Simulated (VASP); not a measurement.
Here is a VASP 6.6.1 calculation.

File INCAR:

```
ALGO = Normal ; EDIFF = 1E-6
EDIFFG = -0.01 ; ENCUT = 600
GGA = PS ; IBRION = 2
ISIF = 3 ; ISMEAR = 1
KPAR = 4 ; LASPH = True
LCHARG = False ; LREAL = False
LWAVE = False ; NELM = 80
NSW = 90 ; PREC = Accurate
SIGMA = 0.1
```

The input KPOINTS:

```
k-points
0
Gamma
  8 8 8
```

File POSCAR:

```
CoSi
1.0
    4.4380000000      0.0000000000      0.0000000000
    0.0000000000      4.4380000000      0.0000000000
    0.0000000000      0.0000000000      4.4380000000
Co Si
4 4
Direct
    0.1400000000      0.1400000000      0.1400000000
    0.3600000000      0.8600000000      0.6400000000
    0.6400000000      0.3600000000      0.8600000000
    0.8600000000      0.6400000000      0.3600000000
    0.8430000000      0.8430000000      0.8430000000
    0.6570000000      0.1570000000      0.3430000000
    0.3430000000      0.6570000000      0.1570000000
    0.1570000000      0.3430000000      0.6570000000
```

Potentials or basis: VASP PAW PBE potentials, release 64 (Co, Si).

Run with:

```console
$ cat potpaw_PBE.64/Co/POTCAR potpaw_PBE.64/Si/POTCAR > POTCAR
$ mpirun -np 4 vasp_std > vasp.out
```

Estimate the relaxed volume.

10.55 Å³/atom.

What does it give for the relaxed cell?

a = 4.387 Å, b = 4.387 Å, c = 4.387 Å, α = 90.00°, β = 90.00°, γ = 90.00°.

Estimate the space group after relaxing (to 0.05 Å).

P2_13 (No. 198).

Final structure:
```
CELL_PARAMETERS angstrom
4.38658 0.00000 0.00000
0.00000 4.38658 0.00000
0.00000 0.00000 4.38658
ATOMIC_POSITIONS crystal
Co 0.14575 0.14575 0.14575
Co 0.35425 0.85425 0.64575
Co 0.64575 0.35425 0.85425
Co 0.85425 0.64575 0.35425
Si 0.84333 0.84333 0.84333
Si 0.65667 0.15667 0.34333
Si 0.34333 0.65667 0.15667
Si 0.15667 0.34333 0.65667
```

Caveat: the PAW data sets were made with another functional, which shifts forces and pressure a little. Spin polarisation is off, so any magnetic state and its effect on volume and gap are missing.
